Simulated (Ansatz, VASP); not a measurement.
One calculation of Cu, two programs

```
Cu
1.0
     7.70039    0.00000    0.00000
     0.00000    7.70039    0.00000
     0.00000    0.00000   15.63000
Cu
28
Direct
  0.00000 0.00000 0.38388
  0.33333 0.00000 0.38388
  0.66667 0.00000 0.38388
  0.00000 0.33333 0.38388
  0.33333 0.33333 0.38388
  0.66667 0.33333 0.38388
  0.00000 0.66667 0.38388
  0.33333 0.66667 0.38388
  0.66667 0.66667 0.38388
  0.16669 0.16668 0.49634
  0.49885 0.16667 0.49641
  0.83454 0.16667 0.49643
  0.16667 0.49884 0.49641
  0.49926 0.49927 0.49638
  0.83409 0.49921 0.49643
  0.16667 0.83452 0.49642
  0.49923 0.83408 0.49641
  0.83412 0.83413 0.49645
  0.99723 0.99724 0.61167
  0.33617 0.99715 0.61162
  0.66668 0.00084 0.60907
  0.99720 0.33613 0.61165
  0.33623 0.33623 0.61158
  0.66669 0.33252 0.60906
  0.00085 0.66667 0.60908
  0.33254 0.66668 0.60906
  0.66670 0.66669 0.60772
  0.16692 0.16679 0.71165
```

Alike in both runs: functional PBE; k mesh 3 × 3 × 1; occupations gaussian, width 0.1 eV; no spin polarisation.

Ansatz relaxed the structure, and its values are those at the end. VASP's run is a single point on that final structure, the one shown.

|  | VASP | Ansatz |
| --- | --- | --- |
| version | VASP 6.6.1 | Ansatz 0.2.0 |
| potentials or method | VASP PAW PBE potentials, release 64 (Cu) | scalar-relativistic, plane waves, PAW |
| plane-wave cutoff (eV) | 520 | 420 |
| valence electrons in the cell | 308 | 532 |

|  | VASP | Ansatz | Ansatz less VASP |
| --- | --- | --- | --- |
| rms of the force components (eV/Å) | 0.013 | 0.009 | -0.0038 |

The two sets of potentials don't hold the same shells in valence.
